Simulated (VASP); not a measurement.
K: relaxation of the atoms with PBE

The system is K, a slab with vacuum.

```
K
1.0
     4.76240    0.00000    0.00000
    -2.38120    4.12436    0.00000
     0.00000    0.00000   30.65994
K
5
Direct
  0.66667 0.33333 0.24462
  0.33333 0.66667 0.37231
  0.66667 0.33333 0.50000
  0.33333 0.66667 0.62769
  0.66667 0.33333 0.75538
```

The slab is cut from a database's or a generator's crystal, which needn't be the stable form of the element.

- Program: VASP 6.6.1
- Task: relaxation of the atoms
- Functional: PBE
- Potentials or basis: VASP PAW PBE potentials, release 54 (K_sv)
- Cutoff: 600 eV
- k mesh: 5 × 5 × 1
- Occupations: fermi-dirac, width 0.05 eV
- Spin: no spin polarisation
- Dipole correction: yes
- Atoms held fixed (from 0): [0, 1]
- Further INCAR settings: ALGO = Normal; EDIFF = 1e-06; IBRION = 2; EDIFFG = -0.01; NSW = 60

The energy gained by relaxing is 1.3 meV/atom. The ionic steps are 13 and the band gap on the k mesh is none (metal or under the smearing width).

Step by step:
```
step  energy change (eV)  largest force (eV/Å)  pressure (GPa)
   1              0.0000                0.0490           -0.11
   2             -0.0002                0.0491           -0.11
   3             -0.0006                0.0489           -0.11
   4             -0.0015                0.0490           -0.11
   5             -0.0027                0.0489           -0.10
   6             -0.0036                0.0483           -0.10
   7             -0.0036                0.0487           -0.10
   8             -0.0038                0.0484           -0.10
   9             -0.0043                0.0483           -0.09
  10             -0.0046                0.0496           -0.09
  11             -0.0050                0.0486           -0.09
  12             -0.0057                0.0489           -0.08
  13             -0.0064                0.0483           -0.07
```

Final structure:
```
CELL_PARAMETERS angstrom
4.76240 0.00000 0.00000
-2.38120 4.12436 0.00000
0.00000 0.00000 30.65994
ATOMIC_POSITIONS crystal
K 0.66667 0.33333 0.24462
K 0.33333 0.66667 0.37231
K 0.66667 0.33333 0.49771
K 0.33333 0.66667 0.62287
K 0.66667 0.33333 0.74373
```

Levels at points of the mesh, in eV from the Fermi level:
| k point | band 19 | band 20 | band 21 | band 22 | band 23 | band 24 | band 25 | band 26 | band 27 |
| --- | --- | --- | --- | --- | --- | --- | --- | --- | --- |
| (0.00, 0.00, 0.00) | -15.67 | -15.67 | -2.11 | -1.85 | -1.44 | -0.90 | -0.25 | 0.54 | 1.05 |

It took 13 min on 1 thread of Intel(R) Xeon(R) 6975P-C (Granite Rapids), on a shared host, peak memory 0.87 GiB.
